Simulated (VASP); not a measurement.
# Er (Fm-3m) in VASP: notebook

The runs below take Er through single point, with PBE.

Program: VASP 6.6.1. These are calculated values, not measurements. Logs are shortened: lines on timing, memory, paths and dates and some standing lists are left out, and cuts for length are marked.

## Step 1: Starting point

It takes space group Fm-3m (No. 225, cubic). The conventional cell has a = 4.960 Å, b = 4.960 Å, c = 4.960 Å, α = 90.00°, β = 90.00°, γ = 90.00°. Er (site symmetry m-3m) is surrounded by 12 Er at 3.51 Å.

This isn't the form of Er at room conditions, which is hcp.

## Step 2: Single point, PBE, collinear spin, ferromagnetic start

Input file INCAR:

```
SYSTEM = Er
PREC     = Accurate       ! precision mode
ENCUT    = 450            ! plane-wave cutoff, eV
EDIFF    = 1E-6           ! SCF threshold, eV
ISMEAR   = 0              ! smearing method
SIGMA    = 0.4            ! smearing width, eV
LREAL    = .False.        ! projectors in reciprocal space
LASPH    = .True.         ! aspherical terms in the spheres
NELM     = 100            ! most SCF steps
ALGO     = Normal         ! electronic algorithm
ISIF     = 2              ! what is computed and relaxed
LWAVE    = .False.        ! write WAVECAR
LCHARG   = .False.        ! write CHGCAR
ISPIN    = 2              ! spin polarisation
MAGMOM   = 3              ! initial moments
LORBIT   = 11             ! projections on sites
LMAXMIX  = 6              ! l up to which the mixer works
GGA      = PE             ! functional
ADDGRID  = .False.
```

Input file KPOINTS:

```
Automatic mesh
0
Gamma
  10 10 10
  0 0 0
```

Input file POSCAR:

```
Er
1.0
   -0.0089250000      2.4571370000      2.4791170000
    2.4542050000     -0.0023290000      2.4725200000
    2.4870360000      2.4833720000     -0.0351600000
Er
1
Direct
   -0.0043710000     -0.0077920000     -0.0181410000
```

Potentials or basis: VASP PAW PBE potentials, release 64 (Er_3), 4f in core.

Launch:

```bash
cat potpaw_PBE.64/Er_3/POTCAR > POTCAR
mpirun -np 1 vasp_std > vasp.out
```

OUTCAR:

```text
SYSTEM = Er
   PREC = Accurate
   ENCUT = 450
   EDIFF = 1E-6
   ISMEAR = 0
   LREAL = .False.
   LASPH = .True.
   NELM = 100
   ISIF = 2
   ISPIN = 2
   LORBIT = 11
   GGA = PE

 Found    504 irreducible k-points:

 Following reciprocal coordinates:
            Coordinates               Weight
  0.000000  0.000000  0.000000      1.000000
  0.100000  0.000000 -0.000000      2.000000
  0.200000  0.000000 -0.000000      2.000000
  0.300000  0.000000 -0.000000      2.000000
  0.400000  0.000000 -0.000000      2.000000
  0.500000  0.000000 -0.000000      1.000000
   k-points           NKPTS =    504   k-points in BZ     NKDIM =    504   number of bands    NBANDS=     10
   number of dos      NEDOS =    301   number of ions     NIONS =      1
   total plane-waves  NPLWV =  13824
   dimension x,y,z NGX =    24 NGY =   24 NGZ =   24
   dimension x,y,z NGXF=    48 NGYF=   48 NGZF=   48
   ions per type =               1
   NGX,Y,Z   is equivalent  to a cutoff of  11.43, 11.45, 11.35 a.u.
   NGXF,Y,Z  is equivalent  to a cutoff of  22.86, 22.91, 22.70 a.u.
 SYSTEM =  Er
   PREC   = accura    normal or accurate (medium, high low for compatibility)
   ISTART =      0    job   : 0-new  1-cont  2-samecut
   ICHARG =      2    charge: 1-file 2-atom 10-const
   ISPIN  =      2    spin polarized calculation?
   LNONCOLLINEAR =      F non collinear calculations
   LSORBIT =      F    spin-orbit coupling
   LASPH  =      T    aspherical Exc in radial PAW
   ENCUT  =  450.0 eV  33.07 Ry    5.75 a.u.   6.04  6.03  6.08*2*pi/ulx,y,z
   NELM   =    100;   NELMIN=  2; NELMDL= -5     # of ELM steps
   EDIFF  = 0.1E-05   stopping-criterion for ELM
   LREAL  =      F    real-space projection
   EDIFFG = 0.1E-04   stopping-criterion for IOM
   NSW    =      0    number of steps for IOM
   IBRION =     -1    ionic relax: 0-MD 1-quasi-New 2-CG
   NFREE  =      0    steps in history (QN), initial steepest desc. (CG)
   ISIF   =      2    stress and relaxation
   ISYM   =      2    0-nonsym 1-usesym 2-fastsym
   POTIM  = 0.5000    time-step for ionic-motion
   TEBEG  =    0.0;   TEEND  =   0.0 temperature during run
   PSTRESS=    0.0 pullay stress
   NELECT =       9.0000    total number of electrons
   NUPDOWN=      -1.0000    fix difference up-down
   EMIN   =  10.00;   EMAX   =-10.00  energy-range for DOS
   EFERMI =   0.00;   METHOD = LEGACY
   ISMEAR =     0;   SIGMA  =   0.40  broadening in eV -4-tet -1-fermi 0-gaus
   EFERMI_NEDOS =   21; number of points for ismear=-14 and -15
   IALGO  =     38    algorithm
   IMIX   =      4    mixing-type and parameters
     AMIX     =   0.40;   BMIX     =  1.00
     AMIX_MAG =   1.60;   BMIX_MAG =  1.00
  volume/ion in A,a.u.               =      30.50       205.83
  Fermi-wavevector in a.u.,A,eV,Ry     =   1.089904  2.059619 16.162220  1.187890
  Thomas-Fermi vector in A             =   2.226117
   LORBIT       =     11    0 simple, 1 ext, 2 COOP (PROOUT), +10 PAW based schemes
   GGA     = PE    functional components
   LHFCALC =     F    Hartree Fock is set to
   AEXX    =    0.0000 exact exchange contribution
   IVDW    =     0    specifies the selected vdW correction
   LEPSILON=     F    determine dielectric tensor
   LRPA    =     F    only Hartree local field effects (RPA)
 spin polarized calculation
 Gauss-broadening in eV      SIGMA  =   0.40
  energy-cutoff  :      450.00
  volume of cell :       30.50
 maximum number of plane-waves:       672
   NGX = 13   NGY = 13   NGZ = 13

 number of electron       9.0000000 magnetization      -0.0001809

 number of electron       9.0000000 magnetization       0.0012740

 Free energy of the ion-electron system (eV)
  ---------------------------------------------------
  ext. energy  EPLUGINS =         0.00000000
  ---------------------------------------------------
  free energy    TOTEN  =        -4.52742727 eV

  energy without entropy =       -4.40715225  energy(sigma->0) =       -4.46728976

 E-fermi :   3.0702     XC(G=0):  -9.8751

 val. band max:        3.0694552667   @ k =   0.2000  -0.2000   0.2000
 cond. band min:       3.0704601106   @ k =   0.4000   0.2000   0.4000
 fundamental gap:      0.0010048439
 Fermi energy:         3.0701667415

 spin component 1

 k-point     1 :       0.0000    0.0000    0.0000
  band No.  band energies     occupation
      1     -21.3153      1.00000
      2     -21.3016      1.00000
      3     -21.2985      1.00000
      4      -2.4842      1.00000
      5       4.9201      0.00000
      6       5.1600      0.00000
      7       5.1866      0.00000
      8       7.3853      0.00000
      9       7.4992      0.00000
     10      12.6389      0.00000

 k-point     2 :       0.1000    0.0000   -0.0000
  band No.  band energies     occupation
      1     -21.3650      1.00000
      2     -21.3200      1.00000
      3     -21.3071      1.00000
      4      -2.2069      1.00000
      5       4.7747      0.00000
      6       5.1169      0.00000
      7       5.3222      0.00000
      8       7.2415      0.00000
      9       7.3363      0.00000
     10      13.2676      0.00000

 k-point     3 :       0.2000    0.0000   -0.0000
  band No.  band energies     occupation
      1     -21.5210      1.00000
      2     -21.3384      1.00000
      3     -21.3294      1.00000
      4      -1.4448      1.00000
      5       4.1638      0.00006
      6       5.2764      0.00000
      7       5.5235      0.00000
      8       7.1672      0.00000
      9       7.2154      0.00000
     10      13.2446      0.00000

 k-point     4 :       0.3000    0.0000   -0.0000
  band No.  band energies     occupation
      1     -21.7076      1.00000
      2     -21.3613      1.00000
      3     -21.3563      1.00000
      4      -0.4309      1.00000
      5       3.6846      0.01491
      6       5.1375      0.00000
      7       5.3720      0.00000
      8       7.6967      0.00000
      9       7.8058      0.00000
     10      12.1608      0.00000

 k-point     5 :       0.4000    0.0000   -0.0000
  band No.  band energies     occupation
      1     -21.8536      1.00000
      2     -21.3811      1.00000
      3     -21.3764      1.00000
      4       0.3936      1.00000
      5       3.6348      0.02294
      6       4.8771      0.00000
      7       5.1062      0.00000
      8       8.5865      0.00000
      9       8.7830      0.00000
     10      11.5137      0.00000

 k-point     6 :       0.5000    0.0000   -0.0000
  band No.  band energies     occupation
      1     -21.9083      1.00000
      2     -21.3892      1.00000
      3     -21.3835      1.00000
      4       0.6698      1.00000
      5       3.7770      0.00622
      6       4.7672      0.00000
      7       4.9969      0.00000
      8       9.0636      0.00000
      9       9.3089      0.00000
     10      11.3705      0.00000

 [... further k-points ...]

 spin component 2

 k-point     1 :       0.0000    0.0000    0.0000
  band No.  band energies     occupation
      1     -21.3150      1.00000
      2     -21.3014      1.00000
      3     -21.2983      1.00000
      4      -2.4830      1.00000
      5       4.9210      0.00000
      6       5.1609      0.00000
      7       5.1875      0.00000
      8       7.3858      0.00000
      9       7.4997      0.00000
     10      12.6404      0.00000

 k-point     2 :       0.1000    0.0000   -0.0000
  band No.  band energies     occupation
      1     -21.3647      1.00000
      2     -21.3197      1.00000
      3     -21.3069      1.00000
      4      -2.2057      1.00000
      5       4.7757      0.00000
      6       5.1178      0.00000
      7       5.3231      0.00000
      8       7.2420      0.00000
      9       7.3368      0.00000
     10      13.2690      0.00000

 k-point     3 :       0.2000    0.0000   -0.0000
  band No.  band energies     occupation
      1     -21.5207      1.00000
      2     -21.3382      1.00000
      3     -21.3292      1.00000
      4      -1.4435      1.00000
      5       4.1648      0.00005
      6       5.2772      0.00000
      7       5.5243      0.00000
      8       7.1677      0.00000
      9       7.2159      0.00000
     10      13.2456      0.00000

 k-point     4 :       0.3000    0.0000   -0.0000
  band No.  band energies     occupation
      1     -21.7073      1.00000
      2     -21.3610      1.00000
      3     -21.3560      1.00000
      4      -0.4297      1.00000
      5       3.6857      0.01477
      6       5.1383      0.00000
      7       5.3727      0.00000
      8       7.6972      0.00000
      9       7.8063      0.00000
     10      12.1616      0.00000

 k-point     5 :       0.4000    0.0000   -0.0000
  band No.  band energies     occupation
      1     -21.8533      1.00000
      2     -21.3809      1.00000
      3     -21.3761      1.00000
      4       0.3948      1.00000
      5       3.6360      0.02273
      6       4.8779      0.00000
      7       5.1069      0.00000
      8       8.5869      0.00000
      9       8.7835      0.00000
     10      11.5144      0.00000

 k-point     6 :       0.5000    0.0000   -0.0000
  band No.  band energies     occupation
      1     -21.9080      1.00000
      2     -21.3889      1.00000
      3     -21.3832      1.00000
      4       0.6710      1.00000
      5       3.7782      0.00615
      6       4.7680      0.00000
      7       4.9977      0.00000
      8       9.0640      0.00000
      9       9.3092      0.00000
     10      11.3711      0.00000

 [... further k-points ...]
[... 5 lines left out ...]
  --------------------------------------------------------------------------------------
  -------------------------------------------------------------------------------------
  Total        0.0898893      0.0969251      0.0469341     -0.0619727      0.0724914      0.1053598
  in kB        4.7218872      5.0914796      2.4654481     -3.2554259      3.8079780      5.5345522
  external PRESSURE =       4.0929383 kB  Pullay stress =       0.0000000 kB

 VOLUME and BASIS-vectors are now :
 -----------------------------------------------------------------------------
  energy-cutoff  :      450.00
  volume of cell :       30.50
      direct lattice vectors                 reciprocal lattice vectors
    -0.008925000  2.457137000  2.479117000    -0.201313527  0.204442392  0.200014888
     2.454205000 -0.002329000  2.472520000     0.204685885 -0.202140878  0.201085569
     2.487036000  2.483372000 -0.035160000     0.199378760  0.200206110 -0.197713292

 POSITION                                       TOTAL-FORCE (eV/Angst)
 -----------------------------------------------------------------------------------
      4.86811      4.88241      4.88701         0.000000      0.000000      0.000000
 -----------------------------------------------------------------------------------
    total drift:                               -0.000002     -0.000001     -0.000000

  FREE ENERGIE OF THE ION-ELECTRON SYSTEM (eV)
  ---------------------------------------------------
  free  energy   TOTEN  =        -4.5274272700 eV

  energy  without entropy=       -4.4071522484  energy(sigma->0) =       -4.46728976

 total charge

# of ion       s       p       d       tot
------------------------------------------
    1        0.513   6.513   1.099   8.125

 magnetization (x)

# of ion       s       p       d       tot
------------------------------------------
    1        0.000   0.000   0.000   0.001
```

It took 64 s on 1 thread of Intel Xeon 6975P-C (Granite Rapids), shared host; peak memory 0.31 GiB.

The run converged, but some of its settings lie outside the range that counts as converged, so its numbers aren't taken as properties of the crystal.

Results:

| Property | Result |
| --- | --- |
| Free energy | -4.5274 eV |
| Pressure | 0.4 GPa |
| Band gap on the k mesh | none (metal or under the smearing width) |
| Net moment | 0.00 μB per cell |
| Valence electrons inside the program's atomic spheres | Er 8.12 |

Caveat: the magnetic or orbital state may not be the lowest; spin-orbit coupling is left out, which moves the levels of the heavy elements; the 4f electrons are frozen in the core as for a trivalent ion, so they carry no moment and show no levels.

## Step 3: Single point, PBE, collinear spin, ferromagnetic start

INCAR: that of step 2 with these lines changed.

```diff
@@ -5,3 +5,3 @@
 ISMEAR   = 0              ! smearing method
-SIGMA    = 0.4            ! smearing width, eV
+SIGMA    = 0.1            ! smearing width, eV
 LREAL    = .False.        ! projectors in reciprocal space
```

KPOINTS is that of step 2.

Input file POSCAR:

```
Er
1.0
    0.0000000000      2.4798434248      2.4798434248
    2.4798434248      0.0000000000      2.4798434248
    2.4798434248      2.4798434248      0.0000000000
Er
1
Direct
    0.0000000000      0.0000000000      0.0000000000
```

Potentials or basis: VASP PAW PBE potentials, release 64 (Er_3), 4f in core.

Launch:

```bash
cat potpaw_PBE.64/Er_3/POTCAR > POTCAR
mpirun -np 1 vasp_std > vasp.out
```

It took 11 s on 1 thread of Intel Xeon 6975P-C (Granite Rapids), shared host; peak memory 0.15 GiB.

The run converged, but some of its settings lie outside the range that counts as converged, so its numbers aren't taken as properties of the crystal.

Results:

* Free energy: -4.4726 eV
* Pressure: -0.2 GPa
* Band gap on the k mesh: none (metal or under the smearing width)
* Net moment: 0.00 μB per cell
* Valence electrons inside the program's atomic spheres: Er 8.12

Caveat: the magnetic or orbital state may not be the lowest; spin-orbit coupling is left out, which moves the levels of the heavy elements; the 4f electrons are frozen in the core as for a trivalent ion, so they carry no moment and show no levels.

## Step 4: Single point, PBE, collinear spin, ferromagnetic start

INCAR is that of step 3.

KPOINTS is that of step 3.

Input file POSCAR:

```
Er
1.0
   -0.0089250000      2.4571370000      2.4791170000
    2.4542050000     -0.0023290000      2.4725200000
    2.4870360000      2.4833720000     -0.0351600000
Er
1
Direct
   -0.0043710000     -0.0077920000     -0.0181410000
```

Launch:

```bash
cat potpaw_PBE.64/Er_3/POTCAR > POTCAR
mpirun -np 1 vasp_std > vasp.out
```

Wall time 66 s (1 thread of Intel Xeon 6975P-C (Granite Rapids), shared host); peak memory 0.31 GiB.

These settings aren't checked as converged: the numbers below hold their error.

What came out:

| Property | Result |
| --- | --- |
| Free energy | -4.4709 eV |
| Pressure | -0.1 GPa |
| Band gap on the k mesh | none (metal or under the smearing width) |
| Net moment | 0.00 μB per cell |
| Valence electrons inside the program's atomic spheres | Er 8.12 |

Caveat: the magnetic or orbital state may not be the lowest; spin-orbit coupling is left out, which moves the levels of the heavy elements; the 4f electrons are frozen in the core as for a trivalent ion, so they carry no moment and show no levels.

## Step 5: Single point, PBE, collinear spin, ferromagnetic start

INCAR: that of step 4 with these lines changed.

```diff
@@ -5,3 +5,3 @@
 ISMEAR   = 0              ! smearing method
-SIGMA    = 0.1            ! smearing width, eV
+SIGMA    = 0.05           ! smearing width, eV
 LREAL    = .False.        ! projectors in reciprocal space
```

KPOINTS is that of step 4.

Input file POSCAR:

```
Er
1.0
    0.0000000000      2.4798434248      2.4798434248
    2.4798434248      0.0000000000      2.4798434248
    2.4798434248      2.4798434248      0.0000000000
Er
1
Direct
    0.0000000000      0.0000000000      0.0000000000
```

Launch:

```bash
cat potpaw_PBE.64/Er_3/POTCAR > POTCAR
mpirun -np 1 vasp_std > vasp.out
```

Wall time 10 s (1 thread of Intel Xeon 6975P-C (Granite Rapids), shared host); peak memory 0.15 GiB.

The run converged, but some of its settings lie outside the range that counts as converged, so its numbers aren't taken as properties of the crystal.

What came out:

```yaml
Free_energy: -4.4694 eV
Pressure: -0.2 GPa
Band_gap_on_the_k_mesh: none (metal or under the smearing width)
Net_moment: 0.00 μB per cell
Valence_electrons_inside_the_program's_atomic_spheres: Er 8.12
```

Caveat: the magnetic or orbital state may not be the lowest; spin-orbit coupling is left out, which moves the levels of the heavy elements; the 4f electrons are frozen in the core as for a trivalent ion, so they carry no moment and show no levels.
